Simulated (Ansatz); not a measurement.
## Moving the functional in Hf

The cell as given:

Symmetry: Fm-3m, No. 225, cubic system. Conventional cell: a = 4.440 Å, b = 4.440 Å, c = 4.440 Å, α = 90.00°, β = 90.00°, γ = 90.00°. Hf (site symmetry m-3m) has 12 Hf at 3.14 Å as nearest neighbours.

This isn't the form of Hf at room conditions, which is hcp.

Kept alike: task relaxation of cell and atoms; k mesh 10 × 10 × 10; occupations fermi-dirac, width 0.05 eV; no spin polarisation. Program: Ansatz, Ansatz PAW. Cutoffs run from 420 to 500 eV. The mesh is that of the run's cell of 1 atom. No spin-orbit coupling.

| functional | volume (Å³/atom) |
| --- | --- |
| BLYP | 23.102 |
| LDA | 20.759 |
| PBEsol | 21.553 |
| r2SCAN | 22.435 |

The relaxations keep at least the cell's symmetry (Fm-3m). For a metal such a mesh leaves the last digits unconverged. Relaxations stop with a little pressure left, so the last digits of a volume or edge aren't settled. All rows use potentials made for PBE.

Task: What does the functional change here?

Result: The volume runs from 20.759 (LDA) to 23.102 Å³/atom (BLYP).
